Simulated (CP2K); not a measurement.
GaN:

```xyz
4
Lattice="3.1800 0.0000 0.0000 -1.5900 2.7540 0.0000 0.0000 0.0000 5.1660" Properties=species:S:1:pos:R:3 pbc="T T T"
Ga    1.5900    0.9180    2.5830
Ga    0.0000    1.8360    0.0000
N     1.5900    0.9180    4.5203
N     0.0000    1.8360    1.9373
```

Base run:

- Program: CP2K 2026.2
- Functional: PBEsol
- Potentials or basis: GTH_POTENTIALS Ga GTH-PBE-q13, N GTH-PBE-q5; DZVP-MOLOPT-SR-GTH basis
- Density cutoff: 6123 eV
- k mesh: 10 × 10 × 5
- Occupations: fermi-dirac, width 0.05 eV
- Spin: no spin polarisation

Its results: band gap on the k mesh 1.84 eV, direct; pressure 4.4 GPa.

Question: The run is repeated on the same cell with these changes: functional from PBEsol to PBE. What comes out?

Answer: Band gap on the k mesh 1.95 eV, direct; pressure 9.8 GPa.

PBE binds less tightly than PBEsol, so the same cell stands under more pressure.

Caveats: the basis of atomic orbitals isn't converged, which shifts pressures, moduli and gaps; the potentials were made for another functional, which shifts forces and pressure (some runs).
